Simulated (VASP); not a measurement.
# Nb (I4/mmm) in VASP: further runs

One crystal, Nb, is run at these levels: PBE; tasks: single point.

Everything below comes from runs of VASP 6.6.1. Logs are shortened: lines on timing, memory, paths and dates and some standing lists are left out, and cuts for length are marked.

## (1) The crystal as given

Symmetry: I4/mmm, No. 139, tetragonal system. Conventional cell: a = 2.815 Å, b = 2.815 Å, c = 4.777 Å, α = 90.00°, β = 90.00°, γ = 90.00°. Nb (site symmetry 4/mmm) is surrounded by 12 Nb at 2.81 to 3.11 Å.

This isn't the form of Nb at room conditions, which is bcc.

## (2) Single point, PBE

INCAR reads:

```
SYSTEM = Nb
PREC = Accurate
ENCUT = 520
EDIFF = 1E-7
ISMEAR = 0
SIGMA = 0.15
LREAL = .FALSE.
LASPH = .TRUE.
NELM = 100
ALGO = Fast
ISIF = 2
LWAVE = .FALSE.
LCHARG = .FALSE.
GGA = PE
NBANDS = 12
```

KPOINTS reads:

```
regular mesh
0
G
  22 22 22
  0 0 0
```

POSCAR reads:

```
Nb
1.0
    0.0000000000      1.9902912011      2.3883494413
    1.9902912011      0.0000000000      2.3883494413
    1.9902912011      1.9902912011      0.0000000000
Nb
1
Direct
    0.0000000000      0.0000000000      0.0000000000
```

Potentials or basis: VASP PAW PBE potentials, release 64 (Nb_sv).

Launch:

```bash
> cat potpaw_PBE.64/Nb_sv/POTCAR > POTCAR
> mpirun -np 1 vasp_std > vasp.out
```

OUTCAR:

```text
SYSTEM = Nb
   PREC = Accurate
   ENCUT = 520
   EDIFF = 1E-7
   ISMEAR = 0
   LREAL = .FALSE.
   LASPH = .TRUE.
   NELM = 100
   ISIF = 2
   GGA = PE

 ion  position               nearest neighbor table
   1  0.000  0.000  0.000-

  LATTYP: Found a body centered tetragonal cell.
 ALAT       =     2.8146968097
 C/A-ratio  =     1.6970562748

  Lattice vectors:

 A1 = (  -1.9902912011,   0.0000000000,   2.3883494413)
 A2 = (   1.9902912011,   0.0000000000,   2.3883494413)
 A3 = (   0.0000000000,   1.9902912011,  -2.3883494413)

Analysis of symmetry for initial positions (statically):
=====================================================================
 Subroutine PRICEL returns:
 Original cell was already a primitive cell.

 Routine SETGRP: Setting up the symmetry group for a
 body centered tetragonal supercell.

 Subroutine GETGRP returns: Found 16 space group operations
 (whereof 16 operations were pure point group operations)
 out of a pool of 16 trial point group operations.

The static configuration has the point symmetry D_4h.

Analysis of symmetry for dynamics (positions and initial velocities):
=====================================================================
 Subroutine PRICEL returns:
 Original cell was already a primitive cell.

 Routine SETGRP: Setting up the symmetry group for a
 body centered tetragonal supercell.

 Subroutine GETGRP returns: Found 16 space group operations
 (whereof 16 operations were pure point group operations)
 out of a pool of 16 trial point group operations.

The dynamic configuration has the point symmetry D_4h.

 Subroutine INISYM returns: Found 16 space group operations
 (whereof 16 operations are pure point group operations),
 and found     1 'primitive' translations

----------------------------------------------------------------------------------------

                                     Primitive cell

  volume of cell :      18.9217

  direct lattice vectors                    reciprocal lattice vectors
     0.000000000  1.990291201  2.388349441    -0.251219520  0.251219520  0.209349600
     1.990291201  0.000000000  2.388349441     0.251219520 -0.251219520  0.209349600
     1.990291201  1.990291201  0.000000000     0.251219520  0.251219520 -0.209349600

  length of vectors
     3.108934242  3.108934242  2.814696810     0.412370888  0.412370888  0.412370888

  position of ions in fractional coordinates (direct lattice)
     0.000000000  0.000000000  0.000000000

  ion indices of the primitive-cell ions
   primitive index   ion index
                 1           1

----------------------------------------------------------------------------------------

 KPOINTS: regular mesh

Automatic generation of k-mesh.
 Grid dimensions read from file:
 generate k-points for:   22   22   22

 Generating k-lattice:

  Cartesian coordinates                     Fractional coordinates (reciprocal lattice)
    -0.011419069  0.011419069  0.009515891     0.045454545  0.000000000  0.000000000
     0.011419069 -0.011419069  0.009515891     0.000000000  0.045454545  0.000000000
     0.011419069  0.011419069 -0.009515891     0.000000000  0.000000000  0.045454545

  Length of vectors
     0.018744131  0.018744131  0.018744131

  Shift w.r.t. Gamma in fractional coordinates (k-lattice)
     0.000000000  0.000000000  0.000000000

 Subroutine IBZKPT returns following result:
 ===========================================

 Found    834 irreducible k-points:

 Following reciprocal coordinates:
            Coordinates               Weight
  0.000000  0.000000  0.000000      1.000000
  0.045455  0.000000  0.000000      8.000000
  0.090909  0.000000  0.000000      8.000000
  0.136364 -0.000000  0.000000      8.000000
  0.181818  0.000000  0.000000      8.000000
  0.227273  0.000000  0.000000      8.000000
[... 16 lines left out ...]
  0.500000  0.045455  0.000000      8.000000
 -0.454545  0.045455  0.000000      8.000000
 [... further k-points ...]
   k-points           NKPTS =    834   k-points in BZ     NKDIM =    834   number of bands    NBANDS=     12
   number of dos      NEDOS =    301   number of ions     NIONS =      1
   total plane-waves  NPLWV =  13824
   dimension x,y,z NGX =    24 NGY =   24 NGZ =   24
   dimension x,y,z NGXF=    48 NGYF=   48 NGZF=   48
   ions per type =               1
   NGX,Y,Z   is equivalent  to a cutoff of  12.83, 12.83, 14.18 a.u.
   NGXF,Y,Z  is equivalent  to a cutoff of  25.67, 25.67, 28.35 a.u.
 SYSTEM =  Nb
   PREC   = accura    normal or accurate (medium, high low for compatibility)
   ISTART =      0    job   : 0-new  1-cont  2-samecut
   ICHARG =      2    charge: 1-file 2-atom 10-const
   ISPIN  =      1    spin polarized calculation?
   LNONCOLLINEAR =      F non collinear calculations
   LSORBIT =      F    spin-orbit coupling
   LASPH  =      T    aspherical Exc in radial PAW
   ENCUT  =  520.0 eV  38.22 Ry    6.18 a.u.   5.78  5.78  5.23*2*pi/ulx,y,z
   NELM   =    100;   NELMIN=  2; NELMDL= -5     # of ELM steps
   EDIFF  = 0.1E-06   stopping-criterion for ELM
   LREAL  =      F    real-space projection
   EDIFFG = 0.1E-05   stopping-criterion for IOM
   NSW    =      0    number of steps for IOM
   IBRION =     -1    ionic relax: 0-MD 1-quasi-New 2-CG
   NFREE  =      0    steps in history (QN), initial steepest desc. (CG)
   ISIF   =      2    stress and relaxation
   ISYM   =      2    0-nonsym 1-usesym 2-fastsym
   POTIM  = 0.5000    time-step for ionic-motion
   TEBEG  =    0.0;   TEEND  =   0.0 temperature during run
   PSTRESS=    0.0 pullay stress
   NELECT =      13.0000    total number of electrons
   NUPDOWN=      -1.0000    fix difference up-down
   EMIN   =  10.00;   EMAX   =-10.00  energy-range for DOS
   EFERMI =   0.00;   METHOD = LEGACY
   ISMEAR =     0;   SIGMA  =   0.15  broadening in eV -4-tet -1-fermi 0-gaus
   EFERMI_NEDOS =   21; number of points for ismear=-14 and -15
   IALGO  =     68    algorithm
   IMIX   =      4    mixing-type and parameters
     AMIX     =   0.40;   BMIX     =  1.00
     AMIX_MAG =   1.60;   BMIX_MAG =  1.00
  volume/ion in A,a.u.               =      18.92       127.69
  Fermi-wavevector in a.u.,A,eV,Ry     =   1.444560  2.729823 28.392005  2.086754
  Thomas-Fermi vector in A             =   2.562841
   LORBIT       =      0    0 simple, 1 ext, 2 COOP (PROOUT), +10 PAW based schemes
   GGA     = PE    functional components
   LHFCALC =     F    Hartree Fock is set to
   AEXX    =    0.0000 exact exchange contribution
   IVDW    =     0    specifies the selected vdW correction
   LEPSILON=     F    determine dielectric tensor
   LRPA    =     F    only Hartree local field effects (RPA)
 non-spin polarized calculation
 RMM-DIIS sequential band-by-band and
 Gauss-broadening in eV      SIGMA  =   0.15
  energy-cutoff  :      520.00
  volume of cell :       18.92
 maximum number of plane-waves:       532
   NGX = 11   NGY = 11   NGZ = 11

 number of electron      13.0000001 magnetization

 Free energy of the ion-electron system (eV)
  ---------------------------------------------------
  ext. energy  EPLUGINS =         0.00000000
  ---------------------------------------------------
  free energy    TOTEN  =       -10.05562265 eV

  energy without entropy =      -10.04136251  energy(sigma->0) =      -10.04849258

 E-fermi :  10.7130     XC(G=0): -12.2385

 val. band max:       10.7090779574   @ k =  -0.0909   0.1818   0.0909
 cond. band min:      10.7144059756   @ k =   0.2727   0.1364   0.0909
 fundamental gap:      0.0053280182
 Fermi energy:        10.7130359854

 k-point     1 :       0.0000    0.0000    0.0000
  band No.  band energies     occupation
      1     -43.9357      2.00000
      2     -19.4400      2.00000
      3     -19.2509      2.00000
      4     -19.2509      2.00000
      5       4.6703      2.00000
      6       9.6609      2.00000
      7      11.7587      0.00000
      8      11.9178      0.00000
      9      11.9178      0.00000
     10      14.9292      0.00000
     11      23.1192      0.00000
     12      24.5305      0.00000

 k-point     2 :       0.0455    0.0000    0.0000
  band No.  band energies     occupation
      1     -43.9317      2.00000
      2     -19.4476      2.00000
      3     -19.2758      2.00000
      4     -19.2511      2.00000
      5       4.7482      2.00000
      6       9.6929      2.00000
      7      11.7416      0.00000
      8      11.8638      0.00000
      9      11.9523      0.00000
     10      14.8688      0.00000
     11      23.2728      0.00000
     12      24.6332      0.00000

 k-point     3 :       0.0909    0.0000    0.0000
  band No.  band energies     occupation
      1     -43.9199      2.00000
      2     -19.4748      2.00000
      3     -19.3428      2.00000
      4     -19.2518      2.00000
      5       4.9754      2.00000
      6       9.7789      2.00000
      7      11.5300      0.00000
      8      11.9002      0.00000
      9      12.0516      0.00000
     10      14.7017      0.00000
     11      23.6759      0.00000
     12      24.9198      0.00000

 k-point     4 :       0.1364   -0.0000    0.0000
  band No.  band energies     occupation
      1     -43.9012      2.00000
      2     -19.5456      2.00000
      3     -19.4190      2.00000
      4     -19.2529      2.00000
      5       5.3312      2.00000
      6       9.8928      2.00000
      7      11.1821      0.00001
      8      12.0643      0.00000
      9      12.2006      0.00000
     10      14.4684      0.00000
     11      24.1384      0.00000
     12      25.2733      0.00000

 k-point     5 :       0.1818    0.0000    0.0000
  band No.  band energies     occupation
      1     -43.8770      2.00000
      2     -19.6808      2.00000
      3     -19.4697      2.00000
      4     -19.2542      2.00000
      5       5.7780      2.00000
      6      10.0086      2.00000
      7      10.8061      0.38026
      8      12.3595      0.00000
      9      12.3664      0.00000
     10      14.2319      0.00000
     11      24.2491      0.00000
     12      25.5364      0.00000
[... 228 lines left out ...]
      1     -43.7587      2.00000
      2     -20.3771      2.00000
      3     -19.6346      2.00000
      4     -19.2721      2.00000
      5       7.1356      2.00000
      6       9.8169      2.00000
      7      11.4134      0.00000
      8      12.1984      0.00000
      9      14.8656      0.00000
     10      14.9072      0.00000
     11      22.0061      0.00000
     12      23.1215      0.00000

 k-point    22 :       0.4545    0.0455    0.0000
  band No.  band energies     occupation
      1     -43.7421      2.00000
      2     -20.4744      2.00000
      3     -19.6517      2.00000
      4     -19.2694      2.00000
      5       7.1319      2.00000
      6       9.7907      2.00000
      7      11.9113      0.00000
      8      12.0649      0.00000
      9      15.0197      0.00000
     10      15.4582      0.00000
     11      21.6231      0.00000
     12      22.4731      0.00000

 k-point    23 :       0.5000    0.0455    0.0000
  band No.  band energies     occupation
      1     -43.7329      2.00000
      2     -20.5294      2.00000
      3     -19.6590      2.00000
      4     -19.2658      2.00000
      5       7.1186      2.00000
      6       9.8040      2.00000
      7      11.9838      0.00000
      8      12.1622      0.00000
      9      15.0655      0.00000
     10      15.8393      0.00000
     11      21.4119      0.00000
     12      22.1994      0.00000

 k-point    24 :      -0.4545    0.0455    0.0000
  band No.  band energies     occupation
      1     -43.7319      2.00000
      2     -20.5383      2.00000
      3     -19.6563      2.00000
      4     -19.2616      2.00000
      5       7.1228      2.00000
      6       9.8447      2.00000
      7      11.9666      0.00000
      8      12.0640      0.00000
      9      14.9821      0.00000
     10      15.9717      0.00000
     11      21.4285      0.00000
     12      22.2998      0.00000

 [... further k-points ...]

------------------------ aborting loop because EDIFF is reached ----------------------------------------

  FORCE on cell =-STRESS in cart. coord.  units (eV):
  Direction    XX          YY          ZZ          XY          YZ          ZX
  --------------------------------------------------------------------------------------
  -------------------------------------------------------------------------------------
  Total       -0.8166962     -0.8166962      0.1898450      0.0000000      0.0000000     -0.0000000
  in kB      -69.1528336    -69.1528336     16.0749115      0.0000000      0.0000000     -0.0000000
  external PRESSURE =     -40.7435852 kB  Pullay stress =       0.0000000 kB

 VOLUME and BASIS-vectors are now :
 -----------------------------------------------------------------------------
  energy-cutoff  :      520.00
  volume of cell :       18.92
      direct lattice vectors                 reciprocal lattice vectors
     0.000000000  1.990291201  2.388349441    -0.251219520  0.251219520  0.209349600
     1.990291201  0.000000000  2.388349441     0.251219520 -0.251219520  0.209349600
     1.990291201  1.990291201  0.000000000     0.251219520  0.251219520 -0.209349600

 POSITION                                       TOTAL-FORCE (eV/Angst)
 -----------------------------------------------------------------------------------
      0.00000      0.00000      0.00000         0.000000      0.000000      0.000000
 -----------------------------------------------------------------------------------
    total drift:                               -0.000000     -0.000000     -0.000000

  FREE ENERGIE OF THE ION-ELECTRON SYSTEM (eV)
  ---------------------------------------------------
  free  energy   TOTEN  =       -10.0556226500 eV

  energy  without entropy=      -10.0413625140  energy(sigma->0) =      -10.04849258
```

Run time: 5.2 min. Hardware: 1 thread of AMD EPYC 9R45 (Zen 5), shared host; peak memory 0.26 GiB.

Results:

```yaml
Free_energy: -10.0556 eV
Pressure: -4.1 GPa
Band_gap_on_the_k_mesh: none (metal or under the smearing width)
```

## (3) Single point, PBE

This run uses another cell than the first one, of the same volume but with other edges.

INCAR reads:

```
PREC = Accurate
ENCUT = 520
EDIFF = 1E-6
ISMEAR = 0
SIGMA = 0.15
LREAL = F
LASPH = T
NELM = 100
ALGO = Fast
ISIF = 2
LWAVE = F
LCHARG = F
GGA = PE
NBANDS = 12
```

KPOINTS reads:

```
Automatic mesh
0
Gamma
  22 22 22
```

POSCAR reads:

```
Nb
1.0
    0.0000000000      1.8843456462      2.6644647437
    1.8843456462      0.0000000000      2.6644647437
    1.8843456462      1.8843456462      0.0000000000
Nb
1
Direct
    0.0000000000      0.0000000000      0.0000000000
```

Potentials or basis: VASP PAW PBE potentials, release 64 (Nb_sv).

Launch:

```bash
> cat potpaw_PBE.64/Nb_sv/POTCAR > POTCAR
> mpirun -np 1 vasp_std > vasp.out
```

OUTCAR:

```text
PREC = Accurate
   ENCUT = 520
   EDIFF = 1E-6
   ISMEAR = 0
   LREAL = F
   LASPH = T
   NELM = 100
   ISIF = 2
   GGA = PE

 ion  position               nearest neighbor table
   1  0.000  0.000  0.000-

  LATTYP: Found a body centered tetragonal cell.
 ALAT       =     2.6648671691
 C/A-ratio  =     1.9996979772

  Lattice vectors:

 A1 = (  -1.8843456462,   0.0000000000,   2.6644647437)
 A2 = (   1.8843456462,   0.0000000000,   2.6644647437)
 A3 = (   0.0000000000,   1.8843456462,  -2.6644647437)

Analysis of symmetry for initial positions (statically):
=====================================================================
 Subroutine PRICEL returns:
 Original cell was already a primitive cell.

 Routine SETGRP: Setting up the symmetry group for a
 body centered tetragonal supercell.

 Subroutine GETGRP returns: Found 16 space group operations
 (whereof 16 operations were pure point group operations)
 out of a pool of 16 trial point group operations.

The static configuration has the point symmetry D_4h.

Analysis of symmetry for dynamics (positions and initial velocities):
[... 170 lines left out ...]
      3     -19.0956      2.00000
      4     -19.0956      2.00000
      5       4.7457      2.00000
      6       8.5839      2.00000
      7      10.0584      2.00000
      8      13.0347      0.00000
      9      13.0347      0.00000
     10      16.0885      0.00000
     11      22.7848      0.00000
     12      24.2042      0.00000
[... 331 lines left out ...]
 k-point    24 :      -0.4545    0.0455    0.0000
  band No.  band energies     occupation
      1     -43.7398      2.00000
      2     -20.8263      2.00000
      3     -19.7432      2.00000
      4     -18.9883      2.00000
      5       7.1537      2.00000
      6       9.2651      2.00000
      7      12.2727      0.00000
      8      12.7061      0.00000
      9      15.1096      0.00000
     10      15.4807      0.00000
     11      21.4429      0.00000
     12      22.2414      0.00000

 [... further k-points ...]

------------------------ aborting loop because EDIFF is reached ----------------------------------------

  FORCE on cell =-STRESS in cart. coord.  units (eV):
  Direction    XX          YY          ZZ          XY          YZ          ZX
  --------------------------------------------------------------------------------------
  -------------------------------------------------------------------------------------
  Total        0.5005730      0.5005730     -1.7419853      0.0000000     -0.0000000      0.0000000
  in kB       42.3854621     42.3854621   -147.5006614      0.0000000     -0.0000000      0.0000000
  external PRESSURE =     -20.9099124 kB  Pullay stress =       0.0000000 kB

 VOLUME and BASIS-vectors are now :
 -----------------------------------------------------------------------------
  energy-cutoff  :      520.00
  volume of cell :       18.92
      direct lattice vectors                 reciprocal lattice vectors
     0.000000000  1.884345646  2.664464744    -0.265344100  0.265344100  0.187654951
     1.884345646  0.000000000  2.664464744     0.265344100 -0.265344100  0.187654951
     1.884345646  1.884345646  0.000000000     0.265344100  0.265344100 -0.187654951

 POSITION                                       TOTAL-FORCE (eV/Angst)
 -----------------------------------------------------------------------------------
      0.00000      0.00000      0.00000         0.000000      0.000000      0.000000
 -----------------------------------------------------------------------------------
    total drift:                               -0.000000     -0.000000     -0.000000

  FREE ENERGIE OF THE ION-ELECTRON SYSTEM (eV)
  ---------------------------------------------------
  free  energy   TOTEN  =        -9.9920907126 eV

  energy  without entropy=       -9.9790429859  energy(sigma->0) =       -9.98556685
```

stdout:

```text
POSCAR found type information on POSCAR Nb
 POSCAR found :  1 types and       1 ions
 scaLAPACK will be used
 LDA part: xc-table for (Slater+PW92), standard interpolation
 POSCAR, INCAR and KPOINTS ok, starting setup
 FFT: planning ... GRIDC
 FFT: planning ... GRID_SOFT
 FFT: planning ... GRID
 WAVECAR not read
 entering main loop
WARNING in EDDRMM: call to ZHEGV failed, returncode =   8  4     10
WARNING in EDDRMM: call to ZHEGV failed, returncode =   6  3     11
WARNING in EDDRMM: call to ZHEGV failed, returncode =   8  4      8
WARNING in EDDRMM: call to ZHEGV failed, returncode =   6  3      8
WARNING in EDDRMM: call to ZHEGV failed, returncode =   8  4      8
WARNING in EDDRMM: call to ZHEGV failed, returncode =   8  4      8
WARNING in EDDRMM: call to ZHEGV failed, returncode =   6  3     11
WARNING in EDDRMM: call to ZHEGV failed, returncode =   8  4      9
WARNING in EDDRMM: call to ZHEGV failed, returncode =   8  4     10
WARNING in EDDRMM: call to ZHEGV failed, returncode =   6  3      6
WARNING in EDDRMM: call to ZHEGV failed, returncode =   6  3      7
```

It took 3 min on 1 thread of AMD EPYC 9R45 (Zen 5), shared host; peak memory 0.26 GiB.

What came out:

* Free energy: -9.9921 eV
* Pressure: -2.1 GPa
* Band gap on the k mesh: none (metal or under the smearing width)
